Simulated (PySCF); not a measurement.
# Ag (Im-3m) in PySCF: density of states with PBEsol

Aim: the density of states of Ag with PBEsol.

Everything below comes from runs of PySCF 2.14.0. Logs are shortened: lines on timing, memory, paths and dates and some standing lists are left out, and cuts for length are marked.

## Step 1: Starting point

It takes space group Im-3m (No. 229, cubic). The conventional cell has a = 3.311 Å, b = 3.311 Å, c = 3.311 Å, α = 90.00°, β = 90.00°, γ = 90.00°. Ag (site symmetry m-3m) is surrounded by 8 Ag at 2.87 Å.

This isn't the form of Ag at room conditions, which is fcc.

## Step 2: Density of states, PBEsol

Input file run.py:

```python
import json
import numpy as np
from pyscf.pbc import gto, scf, dft, df

cell = gto.Cell()
cell.basis = 'DZVP-MOLOPT-SR-GTH-q11'
cell.pseudo = 'GTH-PBE-q11'
cell.fromfile('Ag.cif')
cell.ke_cutoff = 77  # hartree
cell.exp_to_discard = 0.02
cell.precision = 1e-08
cell.space_group_symmetry = True
cell.symmorphic = False
cell.max_memory = 5880  # MB
cell.verbose = 4
cell.build()

res = {}
kpts = cell.make_kpts([12, 12, 12], space_group_symmetry=True, time_reversal_symmetry=True)
cell.space_group_symmetry = False  # the mesh holds the operations; no search on the supercells of the integral code
mf = dft.KRKS(cell, kpts, xc='pbesol')
mf = mf.multigrid_numint()
mf = mf.smearing(sigma=0.00183747, method='fermi')  # hartree
mf.conv_tol = 1e-07
mf.max_cycle = 60

mf.kernel()
res.update(converged=bool(mf.converged), e_tot=mf.e_tot, nelec=cell.nelectron, nao=cell.nao, mesh=list(map(int, cell.mesh)), a=cell.lattice_vectors().tolist(), coords=cell.atom_coords().tolist(),
           mo_energy=[np.real(x).tolist() for x in mf.mo_energy], mo_occ=[np.real(x).tolist() for x in mf.mo_occ])
res.update(e_free=mf.e_free, e_zero=mf.e_zero)
res.update(kpts=kpts.kpts_scaled_ibz.tolist(), weights=kpts.weights_ibz.tolist())
res['parts'] = {k: float(np.real(v)) for k, v in mf.scf_summary.items() if np.isscalar(v)}
json.dump(res, open('results.json', 'w'))
if not mf.converged:
    raise SystemExit('SCF not converged')

print('levels (eV)')
for i, kp in enumerate(res['kpts'][:40]):
    print('k %7.4f %7.4f %7.4f  ' % tuple(kp), ' '.join('%.3f' % (x * 27.211386) for x in res['mo_energy'][i][:11]))

mf = mf.to_khf()  # unfold to the whole mesh
kpts = mf.kpts
# Mulliken populations
dm, s = np.asarray(mf.make_rdm1()), np.asarray(mf.get_ovlp())
sites = cell.aoslice_by_atom()[:, 2:]
tot = np.einsum('kij,kji->i', dm, s).real / len(kpts)
res['mulliken'] = [cell.atom_charge(i) - tot[a0:a1].sum() for i, (a0, a1) in enumerate(sites)]
print('Mulliken charges', np.round(res['mulliken'], 5))

# density of states, Gaussians of 0.15 eV
e = np.asarray(mf.mo_energy).real.reshape(1, -1) * 27.211386
ef = mf.get_fermi()
ef = np.max(ef) * 27.211386
x = np.arange(-15, 10.01, 0.1) + round(ef, 1)
dos = np.exp(-((x[:, None, None] - e) / 0.15) ** 2 / 2).sum(-1).T / (0.15 * np.sqrt(2 * np.pi) * len(kpts)) * 2
res.update(dos_e=x.tolist(), dos=dos.tolist())
for a, b in zip(x[::5], dos.T[::5]):
    print('%8.2f' % a, ' '.join('%9.4f' % y for y in b))

# density on a uniform mesh
grids = dft.gen_grid.UniformGrids(cell)
grids.mesh = [17, 17, 17]
grids.build()
ni = dft.numint.KNumInt()
rho = [ni.get_rho(cell, x, grids, kpts) for x in [dm]]
np.save('rho.npy', np.reshape(rho, (-1, *grids.mesh)))
res['done'] = True
json.dump(res, open('results.json', 'w'))
```

Input file Ag.cif:

```cif
data_Ag
_cell_length_a 2.86767685
_cell_length_b 2.86767685
_cell_length_c 2.86767685
_cell_angle_alpha 109.47122063
_cell_angle_beta 109.47122063
_cell_angle_gamma 109.47122063
_space_group_name_H-M_alt 'P1'
_space_group_name_Hall 'P 1'
_space_group_IT_number 1
loop_
_space_group_symop_operation_xyz
'x,y,z'
loop_
_atom_site_label
_atom_site_type_symbol
_atom_site_symmetry_multiplicity
_atom_site_Wyckoff_symbol
_atom_site_fract_x
_atom_site_fract_y
_atom_site_fract_z
_atom_site_occupancy
Ag1 Ag 1 a 0.0000000000 0.0000000000 0.0000000000 1
```

Potentials or basis: DZVP-MOLOPT-SR/GTH-PBE (potentials made for PBE).

Launch:

```console
$ OMP_NUM_THREADS=4 python -u run.py > log
```

Standard output:

```text
pyscf/pbc/gto/cell.py:1403: UserWarning: Electron number 11 and spin 0 are not consistent in cell

  warnings.warn('Electron number %d and spin %d are not consistent '
Discarded 0 diffused primitive functions, 0 contracted functions
time reversal: False
k-points in IBZ                         weights
  0:  0.000000,  0.000000,  0.000000    1/1728
  1:  0.500000,  0.500000, -0.000000    6/1728
  2:  0.500000,  0.500000,  0.500000    1/1728
  3:  0.583333,  0.416667, -0.000000    12/1728
  4:  0.583333,  0.500000,  0.500000    12/1728
  5:  0.583333,  0.583333,  0.416667    6/1728
[... 64 lines left out ...]
 70:  0.916667,  0.916667,  0.833333    24/1728
 71:  0.916667,  0.916667,  0.916667    8/1728

******** <class 'pyscf.pbc.scf.smearing.SmearingKsymAdaptedKRKS'> ********
method = SmearingKsymAdaptedKRKS
initial guess = minao
damping factor = 0
level_shift factor = 0
DIIS = <class 'pyscf.scf.diis.CDIIS'>
diis_start_cycle = 1
diis_space = 8
diis_damp = 0
SCF conv_tol = 1e-07
SCF conv_tol_grad = None
SCF max_cycles = 60
direct_scf = True
direct_scf_tol = 1e-13

******** PBC SCF flags ********
N kpts (BZ) = 1728
N kpts (IBZ) = 72
Exchange divergence treatment (exxdiv) = ewald
    madelung (= occupied orbital energy shift) = 0.048465223940794916
    Total energy shift due to Ewald probe charge = -1/2 * Nelec*madelung = -0.266558731674
DF object = <pyscf.pbc.df.fft.FFTDF object>
XC functionals = pbesol
small_rho_cutoff = 0
Uniform grid, mesh = [23 23 23]
Set gradient conv threshold to 0.000316228
nelec by numeric integration = 11.000000000000005
init E= -36.9559838168215
    sigma = 0.00183747  Optimized mu = 0.46315582346  entropy = 0.0989103342938
nelec by numeric integration = 11.000000000118558
    Total E(T) = -36.9288850502454  Free energy = -36.9290667950174  E0 = -36.9289759226314
cycle= 1 E= -36.9288850502454  delta_E= 0.0271  |g|= 1.84  |ddm|= 19.1
    sigma = 0.00183747  Optimized mu = 0.421310985429  entropy = 0.054890329272
nelec by numeric integration = 11.000000000029795
    Total E(T) = -36.9119766214779  Free energy = -36.9120774808113  E0 = -36.9120270511446
cycle= 2 E= -36.9119766214779  delta_E= 0.0169  |g|= 2.38  |ddm|=   44
    sigma = 0.00183747  Optimized mu = 0.440301503327  entropy = 0.0900841194875
nelec by numeric integration = 11.000000000059508
    Total E(T) = -36.9591675058599  Free energy = -36.9593330327269  E0 = -36.9592502692934
cycle= 3 E= -36.9591675058599  delta_E= -0.0472  |g|= 0.0463  |ddm|= 26.3
    sigma = 0.00183747  Optimized mu = 0.44013495313  entropy = 0.0938363061606
nelec by numeric integration = 11.000000000061142
    Total E(T) = -36.959181170083  Free energy = -36.9593535914804  E0 = -36.9592673807817
cycle= 4 E= -36.959181170083  delta_E= -1.37e-05  |g|= 0.00263  |ddm|= 0.438
    sigma = 0.00183747  Optimized mu = 0.440102537947  entropy = 0.0936776146407
nelec by numeric integration = 11.000000000061078
    Total E(T) = -36.9591815217237  Free energy = -36.9593536515302  E0 = -36.9592675866269
cycle= 5 E= -36.9591815217237  delta_E= -3.52e-07  |g|= 7.74e-06  |ddm|= 0.0276
    sigma = 0.00183747  Optimized mu = 0.440102377871  entropy = 0.0936783222007
nelec by numeric integration = 11.000000000061082
    Total E(T) = -36.9591815204246  Free energy = -36.9593536515313  E0 = -36.959267585978
cycle= 6 E= -36.9591815204246  delta_E= 1.3e-09  |g|= 4.04e-08  |ddm|= 6.26e-05
    sigma = 0.00183747  Optimized mu = 0.440102378917  entropy = 0.0936783277834
nelec by numeric integration = 11.000000000061078
    Total E(T) = -36.9591815204144  Free energy = -36.9593536515314  E0 = -36.9592675859729
Extra cycle  E= -36.9591815204144  delta_E= 1.02e-11  |g|= 5.43e-08  |ddm|= 1.03e-06
converged SCF energy = -36.9591815204144
levels (eV)
k  0.0000  0.0000  0.0000   4.590 7.274 7.274 7.274 8.483 8.483 35.435 35.435 35.435 35.558 35.558
k  0.5000  0.5000 -0.0000   5.912 6.564 8.431 8.589 9.412 11.967 15.799 26.164 26.854 32.309 34.089
k  0.5000  0.5000  0.5000   5.968 5.968 9.189 9.189 9.189 18.764 18.764 18.764 24.375 25.189 25.189
k  0.5833  0.4167 -0.0000   5.967 6.608 8.403 8.579 9.237 10.745 17.399 26.603 27.133 32.337 34.248
k  0.5833  0.5000  0.5000   6.053 6.072 8.949 9.026 9.204 18.140 18.144 19.174 24.968 25.934 26.046
k  0.5833  0.5833  0.4167   6.126 6.179 8.887 8.887 9.051 16.300 19.577 19.577 25.027 25.285 28.090
[... 32 lines left out ...]
k  0.8333  0.8333  0.3333   6.334 7.042 7.179 8.218 8.566 9.098 23.981 24.305 28.598 34.829 37.933
k  0.8333  0.8333  0.6667   6.676 6.702 7.660 8.567 8.607 15.444 16.362 20.654 21.092 44.570 45.401
Mulliken charges [-0.]
   -3.00    0.0000
   -2.50    0.0000
   -2.00    0.0000
   -1.50    0.0000
   -1.00    0.0000
   -0.50    0.0000
[... 43 lines left out ...]
   21.50    0.3480
   22.00    0.5285
```

It took 8.6 min on 4 threads of AMD EPYC (Zen 3), shared host; peak memory 5.6 GiB.

Results:

| Item | Value |
| --- | --- |
| Free energy | -1005.7152 eV |
| Band gap on the k mesh | none (metal or under the smearing width) |

Levels at points of the mesh, in eV from the Fermi level:
```csv
k point,band 2,band 3,band 4,band 5,band 6,band 7,band 8,band 9
"(0.00, 0.00, 0.00)",-4.70,-4.70,-4.70,-3.49,-3.49,23.46,23.46,23.46
"(0.50, 0.50, 0.00)",-5.41,-3.55,-3.39,-2.56,-0.01,3.82,14.19,14.88
"(0.50, 0.50, 0.50)",-6.01,-2.79,-2.79,-2.79,6.79,6.79,6.79,12.40
```

States per cell in windows of 0.5 eV (zero at the Fermi level; states under -8 eV left out):
| from (eV) | total |
| --- | --- |
| -8.0 | 0.00 |
| -7.5 | 0.02 |
| -7.0 | 0.05 |
| -6.5 | 0.16 |
| -6.0 | 1.10 |
| -5.5 | 1.89 |
| -5.0 | 1.38 |
| -4.5 | 1.16 |
| -4.0 | 1.91 |
| -3.5 | 1.94 |
| -3.0 | 0.78 |
| -2.5 | 0.09 |
| -2.0 | 0.18 |
| -1.5 | 0.10 |
| -1.0 | 0.09 |
| -0.5 | 0.14 |
| 0.0 | 0.19 |
| 0.5 | 0.11 |
| 1.0 | 0.10 |
| 1.5 | 0.18 |
| 2.0 | 0.11 |
| 2.5 | 0.06 |
| 3.0 | 0.10 |
| 3.5 | 0.12 |
| 4.0 | 0.18 |
| 4.5 | 0.24 |
| 5.0 | 0.14 |
| 5.5 | 0.23 |
| 6.0 | 0.19 |
| 6.5 | 0.22 |
| 7.0 | 0.26 |
| 7.5 | 0.15 |

Caveat: the basis of atomic orbitals isn't converged, which shifts pressures, moduli and gaps.
